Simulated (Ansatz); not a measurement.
LiF (Griceite):

```
F Li
1.0
     0.00000    2.01400    2.01400
     2.01400    0.00000    2.01400
     2.01400    2.01400    0.00000
F Li
1 1
Direct
  0.50000 0.50000 0.50000
  0.00000 0.00000 0.00000
```

Program: Ansatz 0.2.0. Alike in all runs: task single point; no spin polarisation; cell as given.

Question: Order these runs on this cell by their pressure, lowest first.
A. level HSE03; potentials or basis all-electron PAW datasets made for the crystal; k mesh 6 × 6 × 6; cutoff (eV) 430; smearing fermi-dirac 0.1 eV; mesh quality coarse
B. level PBE; potentials or basis all-electron LAPW, scalar-relativistic; k mesh 6 × 6 × 6; cutoff (eV) 239; smearing fermi-dirac 0.03 eV; basis error allowed 0.004 eV/atom; mesh quality coarse
C. level RPBE; potentials or basis all-electron LAPW, scalar-relativistic; k mesh 11 × 11 × 11; cutoff (eV) 289; smearing gaussian 0.1 eV; basis error allowed 0.001 eV/atom; mesh quality not flagged

Answer: A (-1.0 GPa), B (2.0 GPa), C (6.5 GPa).

Caveats: some runs use coarse meshes.
